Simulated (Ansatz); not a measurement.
Is this LiF structure stable?

The cell was reached from a generator's guess, though it ends in a space group that the Crystallography Open Database lists for this formula.

Computed with DFT PBE, scalar-relativistic, plane waves, PAW (Ansatz). Plane waves to 420 eV, a 10×10×10 mesh through Γ for the 2-atom cell and 0.02 eV Gaussian smearing; no spin polarisation.

```cif
data_structure
_symmetry_space_group_name_H-M 'Fm-3m'
_symmetry_Int_Tables_number 225
_cell_length_a 4.0680
_cell_length_b 4.0680
_cell_length_c 4.0680
_cell_angle_alpha 90.000
_cell_angle_beta 90.000
_cell_angle_gamma 90.000
_cell_volume 67.32
loop_
_atom_site_label
_atom_site_type_symbol
_atom_site_symmetry_multiplicity
_atom_site_Wyckoff_symbol
_atom_site_fract_x
_atom_site_fract_y
_atom_site_fract_z
_atom_site_occupancy
Li1 Li 4 b 0.50000 0.00000 0.00000 1
F1 F 4 a 0.00000 0.00000 0.00000 1
```

Formation energies are uncorrected and refer to the elements' standard structures at the same level (F₂ as a molecule).

Question: These tests were run: energy against the elements; phonons on a 4×4×4 q mesh. What do they show?

Answer:

| test | result |
| --- | --- |
| energy against the elements | −2.945 eV/atom |
| phonons on a 4×4×4 q mesh | no imaginary mode on the mesh |

It fails none of these tests. Whether a mixture of other phases lies lower isn't tested here.

The run for the phonons used a 12×12×12 k mesh.
